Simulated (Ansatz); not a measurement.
# Al2SSe monolayer in a perpendicular field

Aim: how the Al2SSe monolayer screens a field along its normal, and what the field does to its bands. A positive field points along +c.

Program: Ansatz 0.2.0. Level of theory: plane-wave DFT, PBE-D3(BJ), Ansatz PAW (set soft_1); PAW set soft_1. Results are calculated unless marked as measured.

## (1) Set-up

The cell holds 4 atoms: 1 Se, 2 Al and 1 S. Cell: a = 3.689 Å, b = 3.689 Å, c = 39.951 Å, α = 90.0°, β = 90.0°, γ = 120.0°. Vacuum lies along c.

## (2) Relaxation

The starting cell is a guess, so the in-plane lattice and the atoms are relaxed first, with the slab cut off from its images along the normal.

input.yaml reads:

```yaml
crystal:
  lattice:
    - [3.6894, 0.0, 0.0]
    - [-1.8447, 3.1951141247, 0.0]
    - [0.0, 0.0, 39.9508750211]
  atoms:
    - { symbol: Se, position: [0.3333333333, 0.6666666667, 0.4442956504] }
    - { symbol: Al, position: [0.0, 0.0, 0.4740851334] }
    - { symbol: Al, position: [0.0, 0.0, 0.5346595262] }
    - { symbol: S, position: [0.3333333333, 0.6666666667, 0.5557043496] }
  periodic: [true, true, false]
kpoints:
  mp_grid: { grid: [12, 12, 1] }
hamiltonian:
  xc: pbe
  dispersion: d3bj
  pseudopotentials: { kind: paw, azcp: { folder: soft_1 } }
scf:
  occupations: { method: fermi_dirac, width: 0.05 }
  convergence: { dr2_threshold: 1.0e-09 }
relax:
  f_tol: 0.004
  max_steps: 90
  cell: {}
output:
  write_potential: true
  write_density: true
  volumetric_format: npy
```

Run with:

```bash
ansatz run input.yaml --threads 2 --pin off --max-ram 3072MiB --backend cpu --events-out ev --progress --plain --runs-dir out
```

Numbers of over 12 decimals in the logs are rounded to 6 here.

The program printed:

```text
Warning: relax.cell: scf.convergence.dr2_threshold = 1e-9 eV is looser than the 1.91545388823e-10 eV advised for a relaxation that steers and ends on the stress (1e-10 eV for each atom of the cell: 4, times the square of relax.cell.stress_2d_tol = 0.05 N/m over 14.5 Å (the atoms' height at the walk's start and 5 Å past either face), 3.460e-2 GPa, over a crystal's default 0.05). What an SCF threshold leaves in a stress goes as its square root, and in the free energy as the threshold itself, and one threshold admits the most on a small cell: [figures from the program's tests cut] Set scf.convergence.dr2_threshold to 1.91545388823e-10 eV or tighter. [rest of the remark cut]
Engine: ansatz 0.2.0, aarch64-unknown-linux-gnu
Pseudopotentials: kind: paw
Pseudopotential: Se, paw, valence charge 16, recommended cutoff 420 eV (normal), soft_1/Se.paw.azcp
Pseudopotential: Al, paw, valence charge 3, recommended cutoff 420 eV (normal), soft_1/Al.paw.azcp
Pseudopotential: S, paw, valence charge 6, recommended cutoff 420 eV (normal), soft_1/S.paw.azcp
Functional definition: PBE
  parameter kappa = 0.804
  parameter beta = 0.066725
  exchange = pbe_x(kappa = kappa, mu = beta*pi^2/3)
  correlation = pbe_c(beta = beta)
Crystal: 4 atoms, lattice volume = 470.943 Å³
Basis set: ecut = 420 eV, 9217 PW (Γ), exchange–correlation on 50×50×540 points (8 copies of the dense FFT grid, shifted against one another)
Bands: 18, of which v1, the nominal top of the filled ones, is band 14 counted from 1 (13 counted from 0)
Symmetry: 6 space group operations
Space group: P3m1 (ITA 156), of the structure as read, at distance tolerance 7.8e-5 Å
k-points: 19 of 144 (time reversal used)
Non-local potential: Se, projectors of the file, l = 0: 2, l = 1: 2, l = 2: 3, l = 3: 1
Non-local potential: Al, projectors of the file, l = 0: 2, l = 1: 2, l = 2: 1
Non-local potential: S, projectors of the file, l = 0: 2, l = 1: 2, l = 2: 1
PAW form: soft (Blöchl's): semilocal exchange-correlation on the pseudo side does not see the compensation charge
PAW one-centre angular grid: Se, 590 points (default); XC on 64 Gauss nodes
PAW one-centre angular grid: Al, 110 points (default); XC on 64 Gauss nodes
PAW one-centre angular grid: S, 110 points (default); XC on 64 Gauss nodes
Initial density: superposition of atomic densities (neutral atoms: chi_scale 0, normalization atom)
Initial wavefunctions: pseudopotential atomic-orbital guess
Functional: x = pbe(κ = 0.804, μ = 0.219515), c = pbe(β = 0.066725)
SCF iter   1: F=—  HF=-7450.470615 eV  |F-HF|=—  |Δ(HF+E_count)|=         —  Δρ=1.74e-2  dr2=1.88e0  ethr=3.10e-3  ⟨swp⟩=15.6  Hψ=3279  notcnv=0
preconditioner: auto → Resta (q_TF=auto, 1.704 Å⁻¹)  ε∞=1.6  [insulator: Δε(μ)=2.035 eV  Ē_g=9.561 eV  σ=0.050 eV  W_gap=1.00  n_scr=20 (ndim 8)  ℏωp=7.3 eV  f_vac=0.776  D(μ)=0.00/eV (n_scr^D=0)  ε∞_Penn≈1.6  vacuum switching on, ρ_ref=6.6e-3 e/Å³]
SCF iter   2: F=—  HF=-7450.009504 eV  |F-HF|=—  |Δ(HF+E_count)|=   4.61e-1  Δρ=7.82e-3  dr2=2.66e-1  ethr=3.10e-3  ⟨swp⟩=3.1  Hψ=804  notcnv=0
SCF iter   3: F=—  HF=-7449.974134 eV  |F-HF|=—  |Δ(HF+E_count)|=   3.54e-2  Δρ=2.33e-3  dr2=1.17e-1  ethr=9.50e-4  ⟨swp⟩=4.3  Hψ=756  notcnv=0
SCF iter   4: F=—  HF=-7449.965316 eV  |F-HF|=—  |Δ(HF+E_count)|=   8.82e-3  Δρ=1.27e-3  dr2=6.04e-2  ethr=4.18e-4  ⟨swp⟩=4.1  Hψ=733  notcnv=0
SCF iter   5: F=—  HF=-7449.957738 eV  |F-HF|=—  |Δ(HF+E_count)|=   7.58e-3  Δρ=5.21e-4  dr2=5.56e-3  ethr=2.16e-4  ⟨swp⟩=3.2  Hψ=471  notcnv=0
SCF iter   6: F=—  HF=-7449.957846 eV  |F-HF|=—  |Δ(HF+E_count)|=   1.09e-4  Δρ=2.15e-4  dr2=2.13e-4  ethr=1.98e-5  ⟨swp⟩=2.6  Hψ=669  notcnv=0
SCF iter   7: F=—  HF=-7449.957874 eV  |F-HF|=—  |Δ(HF+E_count)|=   2.80e-5  Δρ=3.80e-5  dr2=9.46e-6  ethr=7.62e-7  ⟨swp⟩=3.6  Hψ=721  notcnv=0
SCF iter   8: F=—  HF=-7449.957883 eV  |F-HF|=—  |Δ(HF+E_count)|=   8.39e-6  Δρ=1.61e-5  dr2=1.01e-6  ethr=3.38e-8  ⟨swp⟩=2.8  Hψ=664  notcnv=0
SCF iter   9: F=—  HF=-7449.957891 eV  |F-HF|=—  |Δ(HF+E_count)|=   8.71e-6  Δρ=5.02e-6  dr2=1.37e-7  ethr=3.62e-9  ⟨swp⟩=3.1  Hψ=620  notcnv=0
SCF iter  10: F=—  HF=-7449.957891 eV  |F-HF|=—  |Δ(HF+E_count)|=   9.59e-8  Δρ=1.04e-6  dr2=1.10e-8  ethr=4.88e-10  ⟨swp⟩=2.7  Hψ=560  notcnv=0
SCF iter  11: F=-7449.957891 eV  HF=-7449.957891 eV  |F-HF|=4.13e-10  |Δ(HF+E_count)|=   4.03e-9  Δρ=1.85e-7  dr2=1.41e-10  ethr=3.57e-12  ⟨swp⟩=10.7  Hψ=2913  notcnv=0
SCF 1 converged in 11 iterations: F = -7449.957891 eV  dr2 = 1.41e-10
  Residual-converged pass: ⟨swp⟩=1.1  Hψ=422  notcnv=0  max |occ|·‖R‖ = 7.1e-9 eV (tolerance 1.0e-8 eV)  dr2=1.41e-10  dr2_onsite=9.99e-12  max |Δocc| = 5.4e-20
  greatest PAW one-centre occupation: 1.000 electrons in one spin orbital (limit 2), on the Se atom at site 0 (counted from 0), in its partial waves of l = 2
relax step   1: F+E_penalty+E_count = -7449.95789148 eV  Δ(F+E_penalty+E_count) = +0.000e0 eV  max|allowed force component| = 1.218e0 eV/Å  Δτ_max = 0.0000 Å  P = +0.782 N/m  Ω = 470.943 Å³  fix = [c, alpha, beta]  reactions: c +0.000 N/m  (11 SCF iters, accepted)
Crystal: 4 atoms, lattice volume = 462.116 Å³
Basis set: ecut = 420 eV, 8857 PW (Γ), exchange–correlation on 50×50×540 points (8 copies of the dense FFT grid, shifted against one another)
Initial density: handed on by an earlier stage of this run
Initial wavefunctions: those handed on with the density
iter 1 solved again at ethr=5.25e-4 eV; its pass at ethr=3.10e-3 eV (dr2=1.47e-1 eV) is discarded
SCF iter   1: F=—  HF=-7450.179318 eV  |F-HF|=—  |Δ(HF+E_count)|=         —  Δρ=3.80e-3  dr2=1.48e-1  ethr=5.25e-4  ⟨swp⟩=2.2  Hψ=3482  notcnv=0
preconditioner: auto → Resta (q_TF=auto, 1.710 Å⁻¹)  ε∞=1.6  [insulator: Δε(μ)=1.965 eV  Ē_g=9.191 eV  σ=0.050 eV  W_gap=1.00  n_scr=20 (ndim 8)  ℏωp=7.3 eV  f_vac=0.774  D(μ)=0.00/eV (n_scr^D=0)  ε∞_Penn≈1.6  vacuum switching on, ρ_ref=6.1e-3 e/Å³]
SCF iter   2: F=—  HF=-7450.159888 eV  |F-HF|=—  |Δ(HF+E_count)|=   1.94e-2  Δρ=1.98e-3  dr2=5.26e-2  ethr=5.25e-4  ⟨swp⟩=4.2  Hψ=711  notcnv=0  defer=1
SCF iter   3: F=—  HF=-7450.152092 eV  |F-HF|=—  |Δ(HF+E_count)|=   7.80e-3  Δρ=1.15e-3  dr2=8.58e-3  ethr=1.88e-4  ⟨swp⟩=4.1  Hψ=688  notcnv=0  defer=1
SCF iter   4: F=—  HF=-7450.153251 eV  |F-HF|=—  |Δ(HF+E_count)|=   1.16e-3  Δρ=6.79e-4  dr2=1.07e-2  ethr=3.06e-5  ⟨swp⟩=2.7  Hψ=633  notcnv=0
SCF iter   5: F=—  HF=-7450.151877 eV  |F-HF|=—  |Δ(HF+E_count)|=   1.37e-3  Δρ=2.32e-4  dr2=2.58e-4  ethr=3.06e-5  ⟨swp⟩=2.5  Hψ=490  notcnv=0
SCF iter   6: F=—  HF=-7450.151843 eV  |F-HF|=—  |Δ(HF+E_count)|=   3.37e-5  Δρ=7.12e-5  dr2=5.95e-5  ethr=9.22e-7  ⟨swp⟩=3.2  Hψ=722  notcnv=0
[...]
SCF iter   5: F=—  HF=-7450.155725 eV  |F-HF|=—  |Δ(HF+E_count)|=   2.04e-5  Δρ=3.30e-5  dr2=4.76e-6  ethr=5.26e-7  ⟨swp⟩=2.3  Hψ=464  notcnv=0
SCF iter   6: F=—  HF=-7450.155756 eV  |F-HF|=—  |Δ(HF+E_count)|=   3.04e-5  Δρ=1.16e-5  dr2=1.50e-6  ethr=1.70e-8  ⟨swp⟩=3.2  Hψ=656  notcnv=0
SCF iter   7: F=—  HF=-7450.155765 eV  |F-HF|=—  |Δ(HF+E_count)|=   8.97e-6  Δρ=5.03e-6  dr2=1.98e-7  ethr=5.35e-9  ⟨swp⟩=2.4  Hψ=499  notcnv=0
SCF iter   8: F=—  HF=-7450.155765 eV  |F-HF|=—  |Δ(HF+E_count)|=   2.54e-8  Δρ=9.58e-7  dr2=7.36e-9  ethr=7.08e-10  ⟨swp⟩=3.1  Hψ=634  notcnv=0
SCF iter   9: F=—  HF=-7450.155765 eV  |F-HF|=—  |Δ(HF+E_count)|=  9.53e-10  Δρ=4.58e-7  dr2=1.91e-9  ethr=2.63e-11  ⟨swp⟩=3.2  Hψ=658  notcnv=0
SCF iter  10: F=-7450.155765 eV  HF=-7450.155765 eV  |F-HF|=2.00e-11  |Δ(HF+E_count)|=  2.60e-10  Δρ=5.82e-8  dr2=1.60e-11  ethr=3.57e-12  ⟨swp⟩=11.2  Hψ=2394  notcnv=0
SCF 3 converged in 10 iterations: F = -7450.155765 eV  dr2 = 1.60e-11
relax step   3: F+E_penalty+E_count = -7450.15576453 eV  Δ(F+E_penalty+E_count) = -3.867e-3 eV  max|allowed force component| = 6.495e-2 eV/Å  Δτ_max = 0.0307 Å  P = -0.105 N/m  Ω = 458.773 Å³  energy of the carried Pulay correction = +2.395e-4 eV  fix = [c, alpha, beta]  reactions: c -0.000 N/m  (10 SCF iters, accepted)
[...]
relax step   4: F+E_penalty+E_count = -7450.15592706 eV  Δ(F+E_penalty+E_count) = -1.625e-4 eV  max|allowed force component| = 1.298e-2 eV/Å  Δτ_max = 0.0024 Å  P = -0.042 N/m  Ω = 458.615 Å³  energy of the carried Pulay correction = +2.426e-4 eV  fix = [c, alpha, beta]  reactions: c -0.000 N/m  (7 SCF iters, accepted)
[...]
relax step   5: F+E_penalty+E_count = -7450.15594672 eV  Δ(F+E_penalty+E_count) = -1.966e-5 eV  max|allowed force component| = 4.413e-3 eV/Å  Δτ_max = 0.0011 Å  P = -0.002 N/m  Ω = 458.289 Å³  energy of the carried Pulay correction = +2.491e-4 eV  fix = [c, alpha, beta]  reactions: c -0.000 N/m  (7 SCF iters, accepted)
[...]
relax step   6: F+E_penalty+E_count = -7450.15594716 eV  Δ(F+E_penalty+E_count) = -4.438e-7 eV  max|allowed force component| = 1.400e-3 eV/Å  Δτ_max = 0.0004 Å  P = +0.003 N/m  Ω = 458.307 Å³  energy of the carried Pulay correction = +2.488e-4 eV  fix = [c, alpha, beta]  reactions: c +0.000 N/m  (5 SCF iters, accepted)
Initial wavefunctions: pseudopotential atomic-orbital guess (no wavefunctions were taken with the density)
iter 1 solved again at ethr=2.53e-6 eV; its pass at ethr=3.10e-3 eV (dr2=7.08e-4 eV) is discarded
SCF iter   1: F=—  HF=-7450.155696 eV  |F-HF|=—  |Δ(HF+E_count)|=         —  Δρ=8.44e-6  dr2=2.45e-7  ethr=2.53e-6  ⟨swp⟩=4.4  Hψ=4325  notcnv=0
eigensolver tolerance schedule: the retry pair's looser diagonalisation over-reported the residual by 2891.01 of it (diagonalisation noise at an unbounded share of the residual, at the tolerance the schedule requests for it); recorded, not acted on — ethr = c·dr2/N_el stays at c = 1.0e-1
SCF iter   2: F=—  HF=-7450.155735 eV  |F-HF|=—  |Δ(HF+E_count)|=   3.98e-5  Δρ=5.26e-6  dr2=3.06e-7  ethr=8.75e-10  ⟨swp⟩=5.5  Hψ=1130  notcnv=0
SCF iter   3: F=—  HF=-7450.155735 eV  |F-HF|=—  |Δ(HF+E_count)|=   3.88e-8  Δρ=2.96e-6  dr2=3.17e-8  ethr=8.75e-10  ⟨swp⟩=2.1  Hψ=438  notcnv=0
SCF iter   4: F=—  HF=-7450.155735 eV  |F-HF|=—  |Δ(HF+E_count)|=   2.44e-8  Δρ=1.28e-6  dr2=3.78e-8  ethr=1.13e-10  ⟨swp⟩=3.5  Hψ=726  notcnv=0
SCF iter   5: F=—  HF=-7450.155735 eV  |F-HF|=—  |Δ(HF+E_count)|=   1.51e-9  Δρ=5.85e-7  dr2=7.66e-9  ethr=1.13e-10  ⟨swp⟩=2.0  Hψ=412  notcnv=0
SCF iter   6: F=—  HF=-7450.155735 eV  |F-HF|=—  |Δ(HF+E_count)|=  6.90e-10  Δρ=3.71e-7  dr2=1.09e-9  ethr=2.74e-11  ⟨swp⟩=2.0  Hψ=408  notcnv=0
SCF iter   7: F=-7450.155735 eV  HF=-7450.155735 eV  |F-HF|=3.27e-11  |Δ(HF+E_count)|=  2.46e-11  Δρ=4.77e-8  dr2=7.50e-12  ethr=3.57e-12  ⟨swp⟩=15.1  Hψ=2863  notcnv=0
SCF 7 converged in 7 iterations: F = -7450.155735 eV  dr2 = 7.50e-12
  Residual-converged pass: ⟨swp⟩=1.1  Hψ=420  notcnv=0  max |occ|·‖R‖ = 7.0e-9 eV (tolerance 1.0e-8 eV)  dr2=7.50e-12  dr2_onsite=4.33e-12  max |Δocc| = 1.4e-18
relax step   7: F+E_penalty+E_count = -7450.15573535 eV  Δ(F+E_penalty+E_count) = +2.118e-4 eV  max|allowed force component| = 1.450e-3 eV/Å  Δτ_max = 0.0000 Å  P = -0.001 N/m  Ω = 458.307 Å³  fix = [c, alpha, beta]  reactions: c -0.000 N/m  stress off target by 5.69e-4 N/m on what of the cell is left free  SCF on the basis re-selected at this cell (its energy is not comparable with the rows above)  (7 SCF iters)
basis re-selected at this cell: Δ(F+E_penalty+E_count) = +2.118e-4 eV, ΔP = -0.003 N/m vs the last step (what re-selecting the basis moved, of the pressure what is left beyond the Pulay correction that the steps carried, after the strain that the cell walked since its last selection, with what the two solves' SCF thresholds leave and, on support functions, any second-order correction that the steps lacked; it is no m [...]
WARN: The output density's exchange-correlation potential varies sharply where the density is thin. Do not read a vacuum level from v_tot or v_xc, or from such a field of the output density. On a cell that repeats whose density bears no net charge and no dipole along the vacuum's axis use v_es (v_loc + v_h of the components); under efield.dipole_correction with no amplitude use v_es + v_field, which holds any externa [...]
SCF converged after 7 iterations
Free energy (F): -7450.155735 eV
Harris-Foulkes:  -7450.155735 eV  (|F-HF|=3.27e-11)
Internal energy: -7450.155735 eV  (E = F + TS)
E sigma→0 (E₀):  -7450.155735 eV
Fermi energy:    -4.963245 eV
--- Per-component energies (eV) ---
  E_band       = -721.238715
  E_kinetic    = 261.724150
  E_local      = -50416.071200  (includes V_loc(G=0)·N_el)
  E_nonlocal   = -300.090634
  E_hartree    = 25084.363677
  E_xc         = -249.234046
  E_vxc        = -231.077759  (∫ρ·V_xc dr)
  E_paw        = -3677.252191  (= ΣΔE_a)
  E_vpaw       = -204.450251  (= ΣTr[D̂ρ^β])
  E_aug_tail   = -0.000368  (compensation charges beyond the density's cutoff)
  E_ewald      = 21847.259733
  E_disp       = -0.854856  (pairwise vdW)
  E_smearing   = -0.000000  (= −TS)
  E_closure    = -0.000000  (closes the sum)
  Σ components = -7450.155735   (vs F -7450.155735, Δ=0.00e0)
--- Forces (eV/Å), atoms counted from 1 ---
  atom   1  Se    -0.00000000    -0.00000000    -0.00137374
  atom   2  Al     0.00000000     0.00000000     0.00145021
  atom   3  Al     0.00000000     0.00000000    -0.00042908
  atom   4  S     -0.00000000    -0.00000000     0.00035276
  max |Σ_I F_I| component: 1.46e-7 eV/Å
--- 2D stress c σ (N/m, compression-positive) ---
       -0.000569      -0.000000      -0.000000
        0.000000      -0.000569      -0.000000
       -0.000000      -0.000000      -0.000000
  P = ½ c Tr σ = -0.0006 N/m
--- Band table (eV; the first three rows and the last of 19) ---
  k-point 0: bands = [... 10 lower, -7.5015, -6.2513, -6.2513, -6.2484, -2.8176, -1.8670, -0.6230, -0.6230]
  k-point 1: bands = [... 10 lower, -7.5843, -6.8104, -6.3633, -6.1522, -2.4458, -1.4873 (-1.4873°), -0.9497, -0.4763]
  k-point 2: bands = [... 10 lower, -7.8354, -7.7938, -6.6399, -6.0688, -2.1114, -1.7414, -0.5464, -0.4560]
  k-point 18: bands = [... 10 lower, -9.6788, -8.2535, -7.5371, -6.8333, -3.9300, -1.6551, -1.4324, -0.6262]
  ° read free of the cell's end (the report's vacuum.weakly_bound_levels)
--- Relaxed structure (6 steps of the walk, 6 accepted, 1 SCFs on fresh bases) ---
  F+E_penalty+E_count = -7450.15573535 eV   max|allowed force component| = 1.450e-3 eV/Å   (the final SCF, on the basis selected at the relaxed cell)
  cell:  # Å, volume = 458.3066 Å³
    - [3.639566, 0, 0]
    - [-1.819783, 3.151957, 0]
    - [0, 0, 39.9508750211]
  atoms:
    - { symbol: Se, position: [0.333333, 0.666667, 0.440712] }
    - { symbol: Al, position: [0, -3.7007434155248937e-17, 0.471197] }
    - { symbol: Al, position: [0, -3.7007434155248937e-17, 0.535529] }
    - { symbol: S, position: [0.333333, 0.666667, 0.561308] }
```

It took 1.7 min on 2 threads of Arm Neoverse N1, shared host; peak memory 0.64 GiB; 3.4 min of CPU time.

The steps of the relaxation:

```csv
step,energy less that of the first step (eV),largest force component (eV/Å),volume (Å³)
1,0.0000,1.2182,470.94
2,-0.1940,0.1669,462.12
3,-0.1979,0.0649,458.77
4,-0.1980,0.0130,458.62
5,-0.1981,0.0044,458.29
6,-0.1981,0.0014,458.31
7*,-0.1978,0.0014,458.31
```

Relaxation steps marked * repeat the geometry before them on a plane-wave basis chosen anew for their cell, so energy and pressure can jump there.

Forces are held to the 6 operations that the run works with; a distortion that breaks them can't arise in this run.

```csv
cell as run,before,after,change
a (Å),3.689,3.640,-1.4 %
b (Å),3.689,3.640,-1.4 %
```

The atoms that moved most (Å, along periodic axes as changes of fractional coordinates times the final cell, across vacuum about the mean position):

```csv
atom,dx,dy,dz,length
S4,0.000,0.000,0.224,0.224
Se1,0.000,0.000,-0.143,0.143
Al2,0.000,0.000,-0.115,0.115
Al3,0.000,0.000,0.035,0.035
```

The relaxed structure:

```xyz
4
Lattice="3.6396 0.0000 0.0000 -1.8198 3.1520 0.0000 0.0000 0.0000 39.9509" Properties=species:S:1:pos:R:3
Se    0.0000    2.1013   17.6068
Al    0.0000    0.0000   18.8247
Al    0.0000    0.0000   21.3948
S     0.0000    2.1013   22.4247
```

This step gave:

- gap on the k-mesh: 2.065 eV

The lattice constant a goes from 3.689 to 3.640 Å.

(Continued in part 2 of 2.)

[Logs are printed without paths, hosts, clocks, repeated set-up lines and the standing remarks that a program may print on its own settings, such as how far it seeks lower states.]

[Hosts, paths, dates, database ids (printed as entryN), source tags and the programs' standing remarks are cut or masked in the printed files.]

[Maps of the electrostatic potential energy from Ansatz leave out the sawtooth potential of an applied field or a dipole correction, so their vacuum need not be flat; planar profiles and work functions include it.]
